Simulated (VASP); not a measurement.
A run of VASP 6.6.1 is set up as follows.

INCAR

```
SYSTEM = HgTe
ALGO = Normal ; CSHIFT = 0.05
EDIFF = 1E-6 ; ENCUT = 520
GGA = PE ; ISIF = 2
ISMEAR = 0 ; KPAR = 4
LASPH = .True. ; LCHARG = .False.
LOPTICS = .True. ; LREAL = .False.
LWAVE = .False. ; NBANDS = 57
NEDOS = 1000 ; NELM = 80
PREC = Accurate ; SIGMA = 0.03
```

File KPOINTS:

```
k-points
0
Gamma
  10 10 10
  0 0 0
```

File POSCAR:

```
HgTe                                    
1.0
    0.0000000000      3.2580088205      3.2580088205
    3.2580088205      0.0000000000      3.2580088205
    3.2580088205      3.2580088205      0.0000000000
  Hg              Te            
     1     1
Direct
     0.0000000000000000    0.0000000000000000    0.0000000000000000
     0.2500000000000000    0.2500000000000000    0.2500000000000000
```

Potentials or basis: VASP PAW PBE potentials, release 64 (Hg, Te).

The run is started by

```sh
$ cat potpaw_PBE.64/Hg/POTCAR potpaw_PBE.64/Te/POTCAR > POTCAR
$ mpirun -np 4 vasp_std > vasp.out
```

(1) Predict the band gap on the k mesh.

(2) What does it give for the pressure?

## Answers

(1) none (metal or under the smearing width).

(2) 2.5 GPa.
